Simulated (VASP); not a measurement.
# W (Pm-3n) in VASP: further runs

The runs below take W through single point, with PBEsol, r2SCAN.

Everything below comes from runs of VASP 6.6.1. Logs are shortened: lines on timing, memory, paths and dates and some standing lists are left out, and cuts for length are marked.

## Step 1: The structure

It takes space group Pm-3n (No. 223, cubic). The conventional cell has a = 5.036 Å, b = 5.036 Å, c = 5.036 Å, α = 90.00°, β = 90.00°, γ = 90.00°. W (site symmetry -4m2) has 6 W at 2.52 to 2.82 Å as nearest neighbours. W (site symmetry m-3) has 12 W at 2.82 Å as nearest neighbours.

This isn't the form of W at room conditions, which is bcc.

## Step 2: Single point, PBEsol

The input, INCAR:

```
  ALGO = Normal
  EDIFF = 1E-6
  ENCUT = 700
  GGA = PS
  ISIF = 2
  ISMEAR = 0
  LASPH = True
  LCHARG = False
  LREAL = False
  LWAVE = False
  NBANDS = 66
  NELM = 60
  PREC = Accurate
  SIGMA = 0.1
```

The input, KPOINTS:

```
k-points
0
Gamma
  8 8 8
```

The input, POSCAR:

```
W
1.0
    5.0363100000      0.0000000000      0.0000000000
    0.0000000000      5.0363100000      0.0000000000
    0.0000000000      0.0000000000      5.0363100000
W
8
Direct
    0.2500000000      1.0000000000      0.5000000000
    0.7500000000      0.0000000000      0.5000000000
    1.0000000000      0.5000000000      0.2500000000
    1.0000000000      0.5000000000      0.7500000000
    0.5000000000      0.7500000000      0.0000000000
    0.5000000000      0.2500000000      1.0000000000
    1.0000000000      1.0000000000      0.0000000000
    0.5000000000      0.5000000000      0.5000000000
```

Potentials or basis: VASP PAW PBE potentials, release 64 (W_sv).

Command:

```sh
cat potpaw_PBE.64/W_sv/POTCAR > POTCAR
mpirun -np 1 vasp_std > vasp.out
```

OUTCAR:

```text
EDIFF = 1E-6
   ENCUT = 700
   GGA = PS
   ISIF = 2
   ISMEAR = 0
   LASPH = True
   LREAL = False
   NELM = 60
   PREC = Accurate

 ion  position               nearest neighbor table
   1  0.250  0.000  0.500-   2 2.52   2 2.52   8 2.82   7 2.82   8 2.82   7 2.82   4 3.08   5 3.08
                             6 3.08   5 3.08   3 3.08   4 3.08   6 3.08   3 3.08
   2  0.750  0.000  0.500-   1 2.52   1 2.52   8 2.82   7 2.82   8 2.82   7 2.82   4 3.08   5 3.08
                             6 3.08   5 3.08   3 3.08   4 3.08   6 3.08   3 3.08
   3  0.000  0.500  0.250-   4 2.52   4 2.52   8 2.82   7 2.82   7 2.82   8 2.82   1 3.08   5 3.08
                             1 3.08   2 3.08   6 3.08   5 3.08   6 3.08   2 3.08
   4  0.000  0.500  0.750-   3 2.52   3 2.52   8 2.82   7 2.82   7 2.82   8 2.82   1 3.08   5 3.08
                             1 3.08   2 3.08   6 3.08   5 3.08   6 3.08   2 3.08
   5  0.500  0.750  0.000-   6 2.52   6 2.52   8 2.82   8 2.82   7 2.82   7 2.82   3 3.08   1 3.08
                             2 3.08   4 3.08   1 3.08   3 3.08   4 3.08   2 3.08
   6  0.500  0.250  0.000-   5 2.52   5 2.52   8 2.82   8 2.82   7 2.82   7 2.82   3 3.08   1 3.08
                             2 3.08   4 3.08   1 3.08   3 3.08   4 3.08   2 3.08
   7  0.000  0.000  0.000-   1 2.82   2 2.82   3 2.82   4 2.82   5 2.82   6 2.82   1 2.82   2 2.82
                             3 2.82   4 2.82   5 2.82   6 2.82
   8  0.500  0.500  0.500-   1 2.82   2 2.82   3 2.82   4 2.82   5 2.82   6 2.82   5 2.82   6 2.82
                             1 2.82   2 2.82   3 2.82   4 2.82

  LATTYP: Found a simple cubic cell.
 ALAT       =     5.0363100000

  Lattice vectors:

 A1 = (   5.0363100000,   0.0000000000,   0.0000000000)
 A2 = (   0.0000000000,   5.0363100000,   0.0000000000)
 A3 = (   0.0000000000,   0.0000000000,   5.0363100000)

Analysis of symmetry for initial positions (statically):
=====================================================================
 Subroutine PRICEL returns:
 Original cell was already a primitive cell.

 Routine SETGRP: Setting up the symmetry group for a
 simple cubic supercell.

 Subroutine GETGRP returns: Found 48 space group operations
 (whereof 24 operations were pure point group operations)
 out of a pool of 48 trial point group operations.

The static configuration has the point symmetry T_h .
 The point group associated with its full space group is O_h .

Analysis of symmetry for dynamics (positions and initial velocities):
=====================================================================
 Subroutine PRICEL returns:
 Original cell was already a primitive cell.

 Routine SETGRP: Setting up the symmetry group for a
 simple cubic supercell.

 Subroutine GETGRP returns: Found 48 space group operations
 (whereof 24 operations were pure point group operations)
 out of a pool of 48 trial point group operations.

The dynamic configuration has the point symmetry T_h .
 The point group associated with its full space group is O_h .

 Subroutine INISYM returns: Found 48 space group operations
 (whereof 24 operations are pure point group operations),
 and found     1 'primitive' translations

----------------------------------------------------------------------------------------

                                     Primitive cell

  volume of cell :     127.7431

  direct lattice vectors                    reciprocal lattice vectors
     5.036310000  0.000000000  0.000000000     0.198558071  0.000000000  0.000000000
     0.000000000  5.036310000  0.000000000     0.000000000  0.198558071  0.000000000
     0.000000000  0.000000000  5.036310000     0.000000000  0.000000000  0.198558071

  length of vectors
     5.036310000  5.036310000  5.036310000     0.198558071  0.198558071  0.198558071

  position of ions in fractional coordinates (direct lattice)
     0.250000000  0.000000000  0.500000000
     0.750000000  0.000000000  0.500000000
     0.000000000  0.500000000  0.250000000
     0.000000000  0.500000000  0.750000000
     0.500000000  0.750000000  0.000000000
     0.500000000  0.250000000  0.000000000
     0.000000000  0.000000000  0.000000000
     0.500000000  0.500000000  0.500000000

  ion indices of the primitive-cell ions
   primitive index   ion index
                 1           1
                 2           2
                 3           3
                 4           4
                 5           5
                 6           6
                 7           7
                 8           8

----------------------------------------------------------------------------------------

 KPOINTS: k-points

Automatic generation of k-mesh.
 Grid dimensions read from file:
 generate k-points for:    8    8    8

 Generating k-lattice:

  Cartesian coordinates                     Fractional coordinates (reciprocal lattice)
     0.024819759  0.000000000  0.000000000     0.125000000  0.000000000  0.000000000
     0.000000000  0.024819759  0.000000000     0.000000000  0.125000000  0.000000000
     0.000000000  0.000000000  0.024819759     0.000000000  0.000000000  0.125000000

  Length of vectors
     0.024819759  0.024819759  0.024819759

  Shift w.r.t. Gamma in fractional coordinates (k-lattice)
     0.000000000  0.000000000  0.000000000

 Subroutine IBZKPT returns following result:
 ===========================================

 Found     35 irreducible k-points:

 Following reciprocal coordinates:
            Coordinates               Weight
  0.000000  0.000000  0.000000      1.000000
  0.125000  0.000000  0.000000      6.000000
  0.250000  0.000000  0.000000      6.000000
  0.375000  0.000000  0.000000      6.000000
  0.500000  0.000000  0.000000      3.000000
  0.125000  0.125000  0.000000     12.000000
[... 16 lines left out ...]
  0.375000  0.375000  0.125000     24.000000
  0.500000  0.375000  0.125000     24.000000
 [... further k-points ...]
   k-points           NKPTS =     35   k-points in BZ     NKDIM =     35   number of bands    NBANDS=     66
   number of dos      NEDOS =    301   number of ions     NIONS =      8
   total plane-waves  NPLWV = 110592
   dimension x,y,z NGX =    48 NGY =   48 NGZ =   48
   dimension x,y,z NGXF=    96 NGYF=   96 NGZF=   96
   ions per type =               8
   NGX,Y,Z   is equivalent  to a cutoff of  15.84, 15.84, 15.84 a.u.
   NGXF,Y,Z  is equivalent  to a cutoff of  31.69, 31.69, 31.69 a.u.
 SYSTEM =  unknown system
   PREC   = accura    normal or accurate (medium, high low for compatibility)
   ISTART =      0    job   : 0-new  1-cont  2-samecut
   ICHARG =      2    charge: 1-file 2-atom 10-const
   ISPIN  =      1    spin polarized calculation?
   LNONCOLLINEAR =      F non collinear calculations
   LSORBIT =      F    spin-orbit coupling
   LASPH  =      T    aspherical Exc in radial PAW
   ENCUT  =  700.0 eV  51.45 Ry    7.17 a.u.  10.86 10.86 10.86*2*pi/ulx,y,z
   NELM   =     60;   NELMIN=  2; NELMDL= -5     # of ELM steps
   EDIFF  = 0.1E-05   stopping-criterion for ELM
   LREAL  =      F    real-space projection
   EDIFFG = 0.1E-04   stopping-criterion for IOM
   NSW    =      0    number of steps for IOM
   IBRION =     -1    ionic relax: 0-MD 1-quasi-New 2-CG
   NFREE  =      0    steps in history (QN), initial steepest desc. (CG)
   ISIF   =      2    stress and relaxation
   ISYM   =      2    0-nonsym 1-usesym 2-fastsym
   POTIM  = 0.5000    time-step for ionic-motion
   TEBEG  =    0.0;   TEEND  =   0.0 temperature during run
   PSTRESS=    0.0 pullay stress
   NELECT =     112.0000    total number of electrons
   NUPDOWN=      -1.0000    fix difference up-down
   EMIN   =  10.00;   EMAX   =-10.00  energy-range for DOS
   EFERMI =   0.00;   METHOD = LEGACY
   ISMEAR =     0;   SIGMA  =   0.10  broadening in eV -4-tet -1-fermi 0-gaus
   EFERMI_NEDOS =   21; number of points for ismear=-14 and -15
   IALGO  =     38    algorithm
   IMIX   =      4    mixing-type and parameters
     AMIX     =   0.40;   BMIX     =  1.00
     AMIX_MAG =   1.60;   BMIX_MAG =  1.00
  volume/ion in A,a.u.               =      15.97       107.76
  Fermi-wavevector in a.u.,A,eV,Ry     =   1.566878  2.960969 33.403734  2.455105
  Thomas-Fermi vector in A             =   2.669140
   LORBIT       =      0    0 simple, 1 ext, 2 COOP (PROOUT), +10 PAW based schemes
   GGA     = PS    functional components
   LHFCALC =     F    Hartree Fock is set to
   AEXX    =    0.0000 exact exchange contribution
   IVDW    =     0    specifies the selected vdW correction
   LEPSILON=     F    determine dielectric tensor
   LRPA    =     F    only Hartree local field effects (RPA)
 non-spin polarized calculation
 Gauss-broadening in eV      SIGMA  =   0.10
  energy-cutoff  :      700.00
  volume of cell :      127.74
 maximum number of plane-waves:      5449
 NGX is ok and might be reduce to    48
   NGX = 21   NGY = 21   NGZ = 21

 number of electron     111.9999996 magnetization

 Free energy of the ion-electron system (eV)
  ---------------------------------------------------
  ext. energy  EPLUGINS =         0.00000000
  ---------------------------------------------------
  free energy    TOTEN  =      -109.68570740 eV

  energy without entropy =     -109.67568085  energy(sigma->0) =     -109.68069412

 E-fermi :  10.9426     XC(G=0): -13.7049

 val. band max:       10.8847361970   @ k =   0.3750   0.3750   0.1250
 cond. band min:      10.9579752328   @ k =   0.1250   0.1250   0.0000
 fundamental gap:      0.0732390358
 Fermi energy:        10.9425671272

 k-point     1 :       0.0000    0.0000    0.0000
  band No.  band energies     occupation
      1     -63.0417      2.00000
      2     -62.9918      2.00000
      3     -62.9918      2.00000
      4     -62.8429      2.00000
      5     -62.8429      2.00000
      6     -62.8429      2.00000
[... 58 lines left out ...]
     65      12.7936      0.00000
     66      13.9440      0.00000

 k-point     2 :       0.1250    0.0000    0.0000
  band No.  band energies     occupation
      1     -63.0382      2.00000
      2     -62.9929      2.00000
      3     -62.9876      2.00000
      4     -62.8493      2.00000
      5     -62.8428      2.00000
      6     -62.8428      2.00000
[... 1576 lines left out ...]
     65      13.4186      0.00000
     66      13.7806      0.00000

 [... further k-points ...]

------------------------ aborting loop because EDIFF is reached ----------------------------------------

  FORCE on cell =-STRESS in cart. coord.  units (eV):
  Direction    XX          YY          ZZ          XY          YZ          ZX
  --------------------------------------------------------------------------------------
  -------------------------------------------------------------------------------------
  Total        0.0028346      0.0028346      0.0028346      0.0000000      0.0000000      0.0000000
  in kB        0.0355523      0.0355523      0.0355523      0.0000000      0.0000000      0.0000000
  external PRESSURE =       0.0355523 kB  Pullay stress =       0.0000000 kB

 VOLUME and BASIS-vectors are now :
 -----------------------------------------------------------------------------
  energy-cutoff  :      700.00
  volume of cell :      127.74
      direct lattice vectors                 reciprocal lattice vectors
     5.036310000  0.000000000  0.000000000     0.198558071  0.000000000  0.000000000
     0.000000000  5.036310000  0.000000000     0.000000000  0.198558071  0.000000000
     0.000000000  0.000000000  5.036310000     0.000000000  0.000000000  0.198558071

 POSITION                                       TOTAL-FORCE (eV/Angst)
 -----------------------------------------------------------------------------------
      1.25908      0.00000      2.51816         0.000000     -0.000000     -0.000000
      3.77723      0.00000      2.51816        -0.000000      0.000000      0.000000
      0.00000      2.51816      1.25908         0.000000     -0.000000      0.000000
      0.00000      2.51816      3.77723         0.000000      0.000000     -0.000000
      2.51816      3.77723      0.00000        -0.000000      0.000000      0.000000
      2.51816      1.25908      0.00000         0.000000      0.000000     -0.000000
      0.00000      0.00000      0.00000         0.000000      0.000000      0.000000
      2.51816      2.51816      2.51816         0.000000      0.000000      0.000000
 -----------------------------------------------------------------------------------
    total drift:                                0.000000     -0.000000      0.000000

  FREE ENERGIE OF THE ION-ELECTRON SYSTEM (eV)
  ---------------------------------------------------
  free  energy   TOTEN  =      -109.6857074004 eV

  energy  without entropy=     -109.6756808474  energy(sigma->0) =     -109.68069412
```

Run time: 4.1 min. Hardware: 1 thread of Intel Xeon 6975P-C (Granite Rapids), shared host; peak memory 0.5 GiB.

What came out:

| Quantity | Value |
| --- | --- |
| Free energy | -109.6857 eV |
| Pressure | 0.0 GPa |
| Band gap on the k mesh | none (metal or under the smearing width) |

Caveat: the PAW data sets were made with another functional, which shifts forces and pressure a little. The run has no spin-orbit coupling, so splittings on W are missing.

## Step 3: Single point, PBEsol

Changes to INCAR since step 2:

```diff
@@ -2,3 +2,3 @@
   EDIFF = 1E-6
-  ENCUT = 700
+  ENCUT = 520
   GGA = PS
```

The input, KPOINTS:

```
k-points
0
Gamma
  12 12 12
```

POSCAR is that of step 2.

Potentials or basis: VASP PAW PBE potentials, release 64 (W_sv).

Command:

```sh
cat potpaw_PBE.64/W_sv/POTCAR > POTCAR
mpirun -np 1 vasp_std > vasp.out
```

Run time: 5.2 min. Hardware: 1 thread of Intel Xeon 6975P-C (Granite Rapids), shared host; peak memory 0.56 GiB.

The run converged. Its results:

```
Free energy            : -109.6643 eV
Pressure               : 0.1 GPa
Band gap on the k mesh : none (metal or under the smearing width)
```

Levels at points of the mesh, in eV from the Fermi level:
```csv
k point,band 53,band 54,band 55,band 56,band 57,band 58,band 59,band 60
"(0.00, 0.00, 0.00)",-1.51,-1.51,-0.50,-0.50,-0.50,1.64,1.64,1.64
"(0.50, 0.00, 0.00)",-1.15,-1.15,-0.94,-0.94,0.55,0.55,0.81,0.81
"(0.50, 0.50, 0.00)",-1.29,-0.96,-0.96,0.28,0.28,0.31,0.58,1.04
"(0.50, 0.50, 0.50)",-1.38,-1.38,-1.38,-1.38,1.36,1.36,1.36,1.36
```

Caveat: the PAW data sets were made with another functional, which shifts forces and pressure a little.

## Step 4: Single point, PBEsol

Changes to INCAR since step 3:

```diff
@@ -13,2 +13,2 @@
   PREC = Accurate
-  SIGMA = 0.1
+  SIGMA = 0.5
```

The input, KPOINTS:

```
k-points
0
Gamma
  8 8 8
```

POSCAR is that of step 3.

Command:

```sh
cat potpaw_PBE.64/W_sv/POTCAR > POTCAR
mpirun -np 1 vasp_std > vasp.out
```

Run time: 2.4 min. Hardware: 1 thread of Intel Xeon 6975P-C (Granite Rapids), shared host; peak memory 0.36 GiB.

It converged, with:

| Item | Value |
| --- | --- |
| Free energy | -109.8649 eV |
| Pressure | 0.1 GPa |
| Band gap on the k mesh | none (metal or under the smearing width) |

Levels at points of the mesh, in eV from the Fermi level:
```
           k point  band 52  band 53  band 54  band 55  band 56  band 57  band 58  band 59  band 60  band 61
(0.00, 0.00, 0.00)    -2.03    -1.48    -1.48    -0.47    -0.47    -0.47     1.67     1.67     1.67     1.72
(0.50, 0.00, 0.00)    -1.19    -1.12    -1.12    -0.91    -0.91     0.58     0.58     0.84     0.84     1.20
(0.50, 0.50, 0.00)    -1.66    -1.26    -0.93    -0.93     0.31     0.31     0.34     0.60     1.07     1.08
(0.50, 0.50, 0.50)    -1.35    -1.35    -1.35    -1.35    -1.35     1.39     1.39     1.39     1.39     1.39
```

Caveat: the PAW data sets were made with another functional, which shifts forces and pressure a little.

## Step 5: Single point, PBEsol

Changes to INCAR since step 4:

```diff
@@ -2,3 +2,3 @@
   EDIFF = 1E-6
-  ENCUT = 520
+  ENCUT = 900
   GGA = PS
@@ -13,2 +13,2 @@
   PREC = Accurate
-  SIGMA = 0.5
+  SIGMA = 0.1
```

KPOINTS is that of step 4.

POSCAR is that of step 4.

Command:

```sh
cat potpaw_PBE.64/W_sv/POTCAR > POTCAR
mpirun -np 1 vasp_std > vasp.out
```

Run time: 5.6 min. Hardware: 1 thread of Intel Xeon 6975P-C (Granite Rapids), shared host; peak memory 0.62 GiB.

Results (log left out):

```
Free energy            : -109.6854 eV
Pressure               : 0.0 GPa
Band gap on the k mesh : none (metal or under the smearing width)
```

Levels at points of the mesh, in eV from the Fermi level:
```tsv
k point	band 52	band 53	band 54	band 55	band 56	band 57	band 58	band 59	band 60	band 61
(0.00, 0.00, 0.00)	-2.06	-1.50	-1.50	-0.50	-0.50	-0.50	1.64	1.64	1.64	1.69
(0.50, 0.00, 0.00)	-1.21	-1.15	-1.15	-0.94	-0.94	0.55	0.55	0.81	0.81	1.17
(0.50, 0.50, 0.00)	-1.69	-1.28	-0.96	-0.96	0.28	0.28	0.32	0.58	1.04	1.05
(0.50, 0.50, 0.50)	-1.38	-1.38	-1.38	-1.38	-1.38	1.36	1.36	1.36	1.36	1.36
```

Caveat: the PAW data sets were made with another functional, which shifts forces and pressure a little.

## Step 6: Single point, r2SCAN

The input, INCAR:

```
  ALGO = Normal
  EDIFF = 1E-6
  ENCUT = 520
  ISIF = 2
  ISMEAR = 0
  LASPH = True
  LCHARG = False
  LMIXTAU = True
  LREAL = False
  LWAVE = False
  METAGGA = R2SCAN
  NBANDS = 66
  NELM = 60
  PREC = Accurate
  SIGMA = 0.1
```

KPOINTS is that of step 5.

POSCAR is that of step 5.

Potentials or basis: VASP PAW PBE potentials, release 64 (W_sv).

Command:

```sh
cat potpaw_PBE.64/W_sv/POTCAR > POTCAR
mpirun -np 1 vasp_std > vasp.out
```

Wall time 11 min (1 thread of Intel Xeon 6975P-C (Granite Rapids), shared host); peak memory 0.37 GiB.

Results (log left out):

```yaml
Free_energy: -409.9260 eV
Pressure: 4.5 GPa
Band_gap_on_the_k_mesh: none (metal or under the smearing width)
```

Levels at points of the mesh, in eV from the Fermi level:
```csv
k point,band 54,band 55,band 56,band 57,band 58,band 59
"(0.00, 0.00, 0.00)",-1.61,-0.47,-0.47,-0.47,1.75,1.75
"(0.50, 0.00, 0.00)",-1.27,-1.00,-1.00,0.64,0.64,0.79
"(0.50, 0.50, 0.00)",-0.93,-0.93,0.25,0.25,0.26,0.54
"(0.50, 0.50, 0.50)",-1.54,-1.54,-1.54,1.44,1.44,1.44
```

Caveat: the PAW data sets were made with another functional, which shifts forces and pressure a little. Spin-orbit coupling is left out, which matters for the levels of W.

## Step 7: Summary

| level | k mesh | cutoff (eV) | smearing | gap on the mesh (eV) | pressure (GPa) |
| --- | --- | --- | --- | --- | --- |
| PBEsol | 8 × 8 × 8 | 700 | gaussian 0.1 eV | none | 0.0 |
| PBEsol | 12 × 12 × 12 | 520 | gaussian 0.1 eV | none | 0.1 |
| PBEsol | 8 × 8 × 8 | 520 | gaussian 0.5 eV | none | 0.1 |
| PBEsol | 8 × 8 × 8 | 900 | gaussian 0.1 eV | none | 0.0 |
| r2SCAN | 8 × 8 × 8 | 520 | gaussian 0.1 eV | none | 4.5 |

Alike in all rows: task single point; potentials or basis VASP PAW PBE potentials, release 64 (W_sv); no spin polarisation; cell as given.

Every run on the cell as given and a fine mesh finds a metal. The pressure there spans 0.0 GPa (PBEsol) to 4.5 GPa (r2SCAN); a positive pressure means that this level wants a larger cell, a negative one a smaller.

Caveats: the PAW data sets were made with another functional, which shifts forces and pressure a little.

Absolute energies hang on the potentials; compare differences alone.
